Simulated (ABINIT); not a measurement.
# Si (P6_3/mmc) in ABINIT: further runs

The runs below take Si through single point, relaxation of cell and atoms, with PBEsol, PBE.

Program: ABINIT 10.8.3 (patched build). These are calculated values, not measurements. Logs are shortened: lines on timing, memory, paths and dates and some standing lists are left out, and cuts for length are marked. The log counts tension as positive stress, the text compression.

### Step 1. The crystal as given

It takes space group P6_3/mmc (No. 194, hexagonal). Conventional cell: a = 3.831 Å, b = 3.831 Å, c = 6.333 Å, α = 90.00°, β = 90.00°, γ = 120.00°. Si (site symmetry 3m) has 4 Si at 2.35 to 2.37 Å as nearest neighbours.

This isn't the form of Si at room conditions, which is diamond.

### Step 2. Single point, PBEsol

Input file run.abi:

```
# Pseudopotentials
pp_dirpath "./"
pseudos "Si.upf"

# Structure
acell 3*1.0 Angstrom
rprim
     3.8313174605     0.0000000000     0.0000000000
    -1.9156587303     3.3180182508     0.0000000000
     0.0000000000     0.0000000000     6.3326220002
ntypat 1
znucl 14
natom 4
typat 1 1 1 1
xred
     0.6666666667     0.3333333333     0.9369905000
     0.3333333333     0.6666666667     0.4369905000
     0.6666666667     0.3333333333     0.5630095000
     0.3333333333     0.6666666667     0.0630095000

# Plane-wave basis
ecut 14.0

# k points
kptopt 1
ngkpt 6 6 3
nshiftk 1
shiftk 0.0 0.0 0.0

# Exchange and correlation
ixc -116133

# Bands and occupations
nband 12
occopt 3
tsmear 0.05 eV

# SCF cycle
nstep 100
tolvrs 1.0e-10

# Output
iomode 3
prtwf 0
prtden 0
prteig 0
prtebands 0
enunit 1
prtvol 2
```

Potentials or basis: PseudoDojo NC SR PBEsol v0.4.1 standard.

Run with:

```sh
abinit run.abi > log 2>&1
```

run.abo:

```text
.Version 10.8.3 of ABINIT
 Symmetries : space group P6_3/m m c (#194); Bravais hP (primitive hexag.)
================================================================================
 Values of the parameters that define the memory need of the present run
     intxc =       0    ionmov =       0      iscf =       7    lmnmax =       6
     lnmax =       6     mgfft =      45  mpssoang =       3    mqgrid =    3001
     natom =       4  nloc_mem =       1    nspden =       1   nspinor =       1
    nsppol =       1      nsym =      24    n1xccc =    2501    ntypat =       1
    occopt =       3   xclevel =       2
       mpw =        1386          nfft =       32805          nkpt =          14
================================================================================
================================================================================

--------------------------------------------------------------------------------
------------- Echo of variables that govern the present computation ------------
--------------------------------------------------------------------------------
 -outvars: echo values of preprocessed input variables --------
            acell      1.8897261259E+00  1.8897261259E+00  1.8897261259E+00 Bohr
              amu      2.80855000E+01
             ecut      1.40000000E+01 Hartree
           enunit           1
              ixc     -116133
         kptrlatt        6    0    0      0    6    0      0    0    3
          kptrlen      3.59007637E+01
            natom           4
            nband          12
            ngfft          27      27      45
             nkpt          14
            nstep         100
             nsym          24
           ntypat           1
           occopt           3
           prtden           0
        prtebands           0
           prteig           0
           prtvol           2
            prtwf           0
            rprim      3.8313174605E+00  0.0000000000E+00  0.0000000000E+00
                      -1.9156587303E+00  3.3180182508E+00  0.0000000000E+00
                       0.0000000000E+00  0.0000000000E+00  6.3326220002E+00
          spgroup         194
           tolvrs      1.00000000E-10
           tsmear      1.83746611E-03 Hartree
            typat      1  1  1  1
           xangst      1.9156587302E+00  1.1060060836E+00  5.9336066543E+00
                      -3.3333085900E-11  2.2120121672E+00  2.7672956542E+00
                       1.9156587302E+00  1.1060060836E+00  3.5653263460E+00
                      -3.3333085900E-11  2.2120121672E+00  3.9901534592E-01
            xcart      3.6200703508E+00  2.0900485916E+00  1.1212891515E+01
                      -6.2990403282E-11  4.1800971832E+00  5.2294308958E+00
                       3.6200703508E+00  2.0900485916E+00  6.7374903435E+00
[... 193 lines left out ...]
   5.43949    7.39478    7.95624    7.97347
 kpt#   4, nband= 12, wtk=  0.02778, kpt=  0.5000  0.0000  0.0000 (reduced coord)
  -5.21960   -3.65686   -2.82707   -1.18713    0.09623    1.73174    1.76999    3.36399
   5.11534    7.07830    7.71145    7.86277
 kpt#   5, nband= 12, wtk=  0.05556, kpt=  0.1667  0.1667  0.0000 (reduced coord)
  -6.46663   -4.14419   -2.29506    0.24016    1.25481    1.39581    3.18517    3.26787
   6.92082    7.36763    7.99623    8.17274
 kpt#   6, nband= 12, wtk=  0.11111, kpt=  0.3333  0.1667  0.0000 (reduced coord)
  -5.34978   -3.29464   -2.97538   -0.69284    0.06482    0.70763    2.05295    2.33766
[... 10 lines left out ...]
 kpt#  10, nband= 12, wtk=  0.11111, kpt=  0.3333  0.0000  0.3333 (reduced coord)
  -5.82451   -4.84126   -1.68187   -0.50659    0.91624    2.29824    2.89332    3.06098
   5.40723    6.42368    6.77774    8.62870
 kpt#  11, nband= 12, wtk=  0.05556, kpt=  0.5000  0.0000  0.3333 (reduced coord)
  -4.89769   -4.07366   -2.83136   -1.98022    1.37428    2.02628    2.64539    2.79440
   5.47197    5.53066    6.81094    7.38186
 kpt#  12, nband= 12, wtk=  0.11111, kpt=  0.1667  0.1667  0.3333 (reduced coord)
  -6.11513   -5.12249   -1.15336    0.26010    1.04263    1.74335    2.56235    3.01664
   6.56910    7.61399    8.11237    8.21445
 kpt#  13, nband= 12, wtk=  0.22222, kpt=  0.3333  0.1667  0.3333 (reduced coord)
  -5.02019   -4.12412   -2.49600   -1.53076    0.73934    1.57918    1.68743    2.86041
   6.15371    7.37113    7.46077    8.13682
 kpt#  14, nband= 12, wtk=  0.03704, kpt=  0.3333  0.3333  0.3333 (reduced coord)
  -4.04868   -4.04868   -2.42703   -2.42703   -0.11496    0.75314    2.33470    2.33470
   6.93956    6.98003    6.98003    9.73981
 Total charge density [el/Bohr^3]
)     Maximum=    8.4561E-02  at reduced coord.    0.9630    0.4815    0.5111
)Next maximum=    8.4561E-02  at reduced coord.    0.5185    0.4815    0.5111
)     Minimum=    1.3433E-03  at reduced coord.    0.3333    0.6667    0.0667
)Next minimum=    1.3433E-03  at reduced coord.    0.6667    0.3333    0.9333
   Integrated=    1.6000E+01

--- !EnergyTerms
iteration_state     : {dtset: 1, }
comment             : Components of total free energy in Hartree
kinetic             :  6.11283994535595E+00
hartree             :  1.10329464984185E+00
xc                  : -6.14391982973997E+00
Ewald energy        : -1.67450768243342E+01
psp_core            :  9.26518975609942E-01
local_psp           : -4.65144069790527E+00
non_local_psp       :  2.47493385767742E+00
internal            : -1.69228499234943E+01
'-kT*entropy'       : -3.23595206826644E-05
total_energy        : -1.69228822830150E+01
total_energy_eV     : -4.60495086198390E+02
band_energy         : -3.04417397834968E-01
...

 Cartesian components of stress tensor (hartree/bohr^3)
  sigma(1 1)=  1.67888140E-05  sigma(3 2)=  0.00000000E+00
  sigma(2 2)=  1.67888139E-05  sigma(3 1)=  0.00000000E+00
  sigma(3 3)=  2.00996045E-05  sigma(2 1)=  2.59537913E-14

-Cartesian components of stress tensor (GPa)         [Pressure= -5.2641E-01 GPa]
- sigma(1 1)=  4.93943961E-01  sigma(3 2)=  0.00000000E+00
- sigma(2 2)=  4.93943960E-01  sigma(3 1)=  0.00000000E+00
- sigma(3 3)=  5.91350780E-01  sigma(2 1)=  7.63586903E-10

== END DATASET(S) ==============================================================
================================================================================

 -outvars: echo values of variables after computation  --------
            acell      1.8897261259E+00  1.8897261259E+00  1.8897261259E+00 Bohr
           etotal     -1.6922882283E+01
            fcart     -6.5083391810E-29 -1.4493566744E-28  2.3191245367E-04
                       8.3678646613E-29 -1.0199176598E-28  2.3191245367E-04
                       9.2976274014E-30 -5.9047864513E-29 -2.3191245367E-04
                      -2.7892882204E-29  3.0597529793E-28 -2.3191245367E-04
            rprim      3.8313174605E+00  0.0000000000E+00  0.0000000000E+00
                      -1.9156587303E+00  3.3180182508E+00  0.0000000000E+00
                       0.0000000000E+00  0.0000000000E+00  6.3326220002E+00
           strten      1.6788813995E-05  1.6788813949E-05  2.0099604488E-05
                       0.0000000000E+00  0.0000000000E+00  2.5953791300E-14
           xangst      1.9156587302E+00  1.1060060836E+00  5.9336066543E+00
                      -3.3333085900E-11  2.2120121672E+00  2.7672956542E+00
                       1.9156587302E+00  1.1060060836E+00  3.5653263460E+00
                      -3.3333085900E-11  2.2120121672E+00  3.9901534592E-01
             xred      6.6666666667E-01  3.3333333333E-01  9.3699050000E-01
                       3.3333333333E-01  6.6666666667E-01  4.3699050000E-01
                       6.6666666667E-01  3.3333333333E-01  5.6300950000E-01
                       3.3333333333E-01  6.6666666667E-01  6.3009500000E-02
 Calculation completed.
```

It took 5 s on 1 thread of Arm Neoverse V2, shared host; peak memory 0.06 GiB.

What came out:

```
Free energy                                           : -460.4951 eV
Pressure                                              : -0.5 GPa
Largest force                                         : 0.012 eV/Å
Band gap on the k mesh                                : 0.30 eV, indirect (least direct gap 0.94 eV)
Valence electrons inside the program's atomic spheres : Si 1.78, 1.76 (radii [1.0584] Å)
```

Forces on the atoms (eV/Å):
```
Si   0.000  0.000  0.012
Si   0.000  0.000  0.012
Si   0.000  0.000 -0.012
Si   0.000  0.000 -0.012
```

Caveat: the cutoff is short for stress, so the pressure is rough; an odd mesh through Γ misses points on the zone boundary, where band edges often lie. PBEsol gaps usually lie below the measured ones, often by a third to a half.

### Step 3. Relaxation of cell and atoms, PBE

Input file run.abi:

```
# Pseudopotentials
pp_dirpath "./"
pseudos "Si.GGA_PBE-JTH.xml"

# Structure
acell 3*1.0 Angstrom
rprim
     3.8313174605     0.0000000000     0.0000000000
    -1.9156587303     3.3180182508     0.0000000000
     0.0000000000     0.0000000000     6.3326220002
ntypat 1
znucl 14
natom 4
typat 1 1 1 1
chkprim 0
chksymtnons 0
tolsym 1.0e-6
xred
            2/3            1/3   0.9369905000
            1/3            2/3   0.4369905000
            2/3            1/3   0.5630095000
            1/3            2/3   0.0630095000

# Plane-wave basis
ecut 15.0
pawecutdg 30.0
pawxcdev 0
ecutsm 0.5

# k points
kptopt 1
ngkpt 6 6 3
nshiftk 1
shiftk 0.0 0.0 0.0

# Exchange and correlation
ixc 11

# Bands and occupations
nband 12
occopt 3
tsmear 0.05 eV

# SCF cycle
nstep 80
tolvrs 1.0e-10

# Output
iomode 3
prteig 0
prtebands 0
prtwf 0
prtden 0

# Relaxation
ionmov 2
optcell 2
ntime 50
tolmxf 2.0e-5
dilatmx 1.08
```

Potentials or basis: JTH PAW PBE v2.0.

Run with:

```sh
abinit run.abi > log 2>&1
```

Run time: 3.5 min. Hardware: 1 thread of Intel Xeon at 2.50GHz (Skylake/Cascade Lake), shared host; peak memory 0.11 GiB.

The run converged. Its results:

| Quantity | Value |
| --- | --- |
| Free energy | -433.8497 eV |
| Relaxed volume | 20.44 Å³/atom |
| Relaxed cell | a = 3.852 Å, b = 3.852 Å, c = 6.361 Å, α = 90.00°, β = 90.00°, γ = 120.00° |
| Space group after relaxing (to 0.05 Å) | P6_3/mmc (No. 194) |
| Energy gained by relaxing | 1.4 meV/atom |
| Ionic steps | 8 |
| Pressure after relaxing | 0.0 GPa |
| Band gap on the k mesh | 0.46 eV, indirect (least direct gap 0.99 eV) |

The path:
```csv
step,energy change (eV),largest force (eV/Å),pressure (GPa),volume (Å³)
1,0.0000,0.0109,1.42,80.50
2,-0.0026,0.0104,1.01,80.85
3,-0.0054,0.0074,0.02,81.74
4,-0.0054,0.0061,0.00,81.76
5,-0.0054,0.0032,-0.02,81.78
6,-0.0054,0.0002,-0.02,81.78
7,-0.0055,0.0007,-0.01,81.77
8,-0.0055,0.0005,0.00,81.76
```

Final structure:
```yaml
crystal:
  lattice:
    - [3.85247, 0.00000, 0.00000]
    - [-1.92624, 3.33634, 0.00000]
    - [0.00000, 0.00000, 6.36129]
  atoms:
    - { symbol: Si, position: [0.66667, 0.33333, 0.93715] }
    - { symbol: Si, position: [0.33333, 0.66667, 0.43715] }
    - { symbol: Si, position: [0.66667, 0.33333, 0.56285] }
    - { symbol: Si, position: [0.33333, 0.66667, 0.06285] }
```

Caveat: an odd mesh through Γ misses points on the zone boundary, where band edges often lie.

### Step 4. Single point, PBE (cell relaxed)

Input file run.abi:

```
# Pseudopotentials
pp_dirpath "./"
pseudos "Si.GGA_PBE-JTH.xml"

# Structure
acell 7.2801214803 7.2801214795 12.0210963529
rprim
     1.0000000000     0.0000000000     0.0000000000
    -0.5000000001     0.8660254038     0.0000000000
     0.0000000000     0.0000000000     1.0000000000
ntypat 1
znucl 14
natom 4
typat 1 1 1 1
xred
     0.6666666700     0.3333333300     0.9371541600
     0.3333333300     0.6666666700     0.4371541600
     0.6666666700     0.3333333300     0.5628458400
     0.3333333300     0.6666666700     0.0628458400
chkprim 0
chksymtnons 0
tolsym 1.0e-6

# Plane-wave basis
ecut 15.0
pawecutdg 30.0
pawxcdev 0

# k points
kptopt 1
ngkpt 6 6 3
nshiftk 1
shiftk 0.0 0.0 0.0

# Exchange and correlation
ixc 11

# Bands and occupations
nband 12
occopt 3
tsmear 0.00183747

# SCF cycle
nstep 100
tolvrs 1.0e-9

# Output
iomode 3
prtwf 0
prteig 0
prtebands 0
enunit 2
prtden 1
prtvha 1
prtvclmb 1
prtpot 1
```

Potentials or basis: JTH PAW PBE v2.0.

Run with:

```sh
abinit run.abi > log 2>&1
```

run.abo:

```text
.Version 10.8.3 of ABINIT
 Symmetries : space group P6_3/m m c (#194); Bravais hP (primitive hexag.)
================================================================================
 Values of the parameters that define the memory need of the present run
     intxc =       0    ionmov =       0      iscf =      17    lmnmax =       8
     lnmax =       4     mgfft =      45  mpssoang =       2    mqgrid =    3001
     natom =       4  nloc_mem =       2    nspden =       1   nspinor =       1
    nsppol =       1      nsym =      24    n1xccc =       1    ntypat =       1
    occopt =       3   xclevel =       2
       mpw =        1545          nfft =       32805          nkpt =          14
 PAW method is used; the additional fine FFT grid is defined by:
   mgfftf=        60    nfftf =     77760
================================================================================
================================================================================

--------------------------------------------------------------------------------
------------- Echo of variables that govern the present computation ------------
--------------------------------------------------------------------------------
 -outvars: echo values of preprocessed input variables --------
            acell      7.2801214803E+00  7.2801214795E+00  1.2021096353E+01 Bohr
              amu      2.80855000E+01
          chkprim           0
      chksymtnons           0
             ecut      1.50000000E+01 Hartree
           enunit           2
              ixc          11
         kptrlatt        6    0    0      0    6    0      0    0    3
          kptrlen      3.60632891E+01
            natom           4
            nband          12
            ngfft          27      27      45
          ngfftdg          36      36      60
             nkpt          14
            nstep         100
             nsym          24
           ntypat           1
           occopt           3
        pawecutdg      3.00000000E+01 Hartree
         pawxcdev           0
        prtebands           0
           prteig           0
           prtpot           1
         prtvclmb           1
           prtvha           1
            prtwf           0
            rprim      1.0000000000E+00  0.0000000000E+00  0.0000000000E+00
                      -5.0000000010E-01  8.6602540380E-01  0.0000000000E+00
                       0.0000000000E+00  0.0000000000E+00  1.0000000000E+00
          spgroup         194
           tolsym      1.00000000E-06
           tolvrs      1.00000000E-09
           tsmear      1.83747000E-03 Hartree
[... 187 lines left out ...]
 prteigrs : prtvol=0 or 1, do not print more k-points.

--- !EnergyTerms
iteration_state     : {dtset: 1, }
comment             : Components of total free energy in Hartree
kinetic             :  5.98740891743954E+00
hartree             :  1.13893866385763E+00
xc                  : -9.53110292536653E+00
Ewald energy        : -1.66582885183025E+01
psp_core            :  5.48906495125965E-01
local_psp           : -4.79918519398365E+00
PAW spherical_terms :  7.36965026736687E+00
internal            : -1.59436722938627E+01
'-kT*entropy'       : -9.48880972179936E-06
total_energy        : -1.59436817826724E+01
total_energy_eV     : -4.33849683171309E+02
...

--- !EnergyTermsDC
iteration_state     : {dtset: 1, }
comment             : '"Double-counting" decomposition of free energy'
band_energy         :  5.73006123381211E-02
Ewald energy        : -1.66582885183025E+01
psp_core            :  5.48906495125965E-01
xc_dc               : -3.89041711161481E+00
PAW spherical_terms :  3.99883253043145E+00
internal            : -1.59436659920217E+01
'-kT*entropy'       : -9.48880972179936E-06
total_energy_dc     : -1.59436754808315E+01
total_energy_dc_eV  : -4.33849511689482E+02
...

--- !EnergyTermsWithPAWCore
iteration_state     : {dtset: 1, }
comment             : 'Components of total free energy, including PAW core contributions'
Total energy        : -1.16014032818297E+03
Total energy DC     : -1.16014032188112E+03
Total energy (eV)   : -3.15690265697258E+04
Total energy DC (eV): -3.15690263982440E+04
...

 Cartesian components of stress tensor (hartree/bohr^3)
  sigma(1 1)=  4.94340594E-07  sigma(3 2)=  0.00000000E+00
  sigma(2 2)=  4.94340777E-07  sigma(3 1)=  0.00000000E+00
  sigma(3 3)=  2.85286255E-07  sigma(2 1)=  5.17823701E-14

-Cartesian components of stress tensor (GPa)         [Pressure= -1.2494E-02 GPa]
- sigma(1 1)=  1.45440024E-02  sigma(3 2)=  0.00000000E+00
- sigma(2 2)=  1.45440078E-02  sigma(3 1)=  0.00000000E+00
- sigma(3 3)=  8.39341139E-03  sigma(2 1)=  1.52348993E-09

== END DATASET(S) ==============================================================
================================================================================

 -outvars: echo values of variables after computation  --------
            acell      7.2801214803E+00  7.2801214795E+00  1.2021096353E+01 Bohr
           etotal     -1.5943675481E+01
            fcart     -5.1780774849E-28 -8.1145320247E-28  1.0790702268E-05
                       9.6164296147E-28  1.4093660885E-27  1.0790702268E-05
                       3.6986267749E-28 -2.3489434807E-27 -1.0790702268E-05
                      -8.1369789048E-28  1.7510305947E-27 -1.0790702268E-05
            rprim      1.0000000000E+00  0.0000000000E+00  0.0000000000E+00
                      -5.0000000010E-01  8.6602540380E-01  0.0000000000E+00
                       0.0000000000E+00  0.0000000000E+00  1.0000000000E+00
           strten      4.9434059382E-07  4.9434077680E-07  2.8528625469E-07
                       0.0000000000E+00  0.0000000000E+00  5.1782370071E-14
           xangst      1.9262371886E+00  1.1121135593E+00  5.9615096074E+00
                      -1.1571684555E-10  2.2242271186E+00  2.7808644895E+00
                       1.9262371886E+00  1.1121135593E+00  3.5804257462E+00
                      -1.1571684555E-10  2.2242271186E+00  3.9978062835E-01
             xred      6.6666666667E-01  3.3333333333E-01  9.3715416000E-01
                       3.3333333333E-01  6.6666666667E-01  4.3715416000E-01
                       6.6666666667E-01  3.3333333333E-01  5.6284584000E-01
                       3.3333333333E-01  6.6666666667E-01  6.2845840000E-02
 Calculation completed.
```

Wall time 52 s (1 thread of Intel Xeon at 2.50GHz (Skylake/Cascade Lake), shared host); peak memory 0.11 GiB.

Results:

```yaml
Free_energy: -433.8495 eV
Pressure: 0.0 GPa
Band_gap_on_the_k_mesh: 0.46 eV, indirect (least direct gap 0.99 eV)
Valence_electrons_inside_the_program's_atomic_spheres: Si 1.53 (radii [1.0104] Å)
```

Levels at points of the mesh, in eV from the valence-band top:
```
           k point  band 6  band 7  band 8  band 9  band 10  band 11
(0.00, 0.00, 0.00)   -0.32    0.00    0.00    0.99     2.02     2.02
(0.50, 0.00, 0.00)   -3.02   -2.92   -1.42    0.46     2.34     3.06
```

Caveat: an odd mesh through Γ misses points on the zone boundary, where band edges often lie.

(Continued in part 2 of 2.)
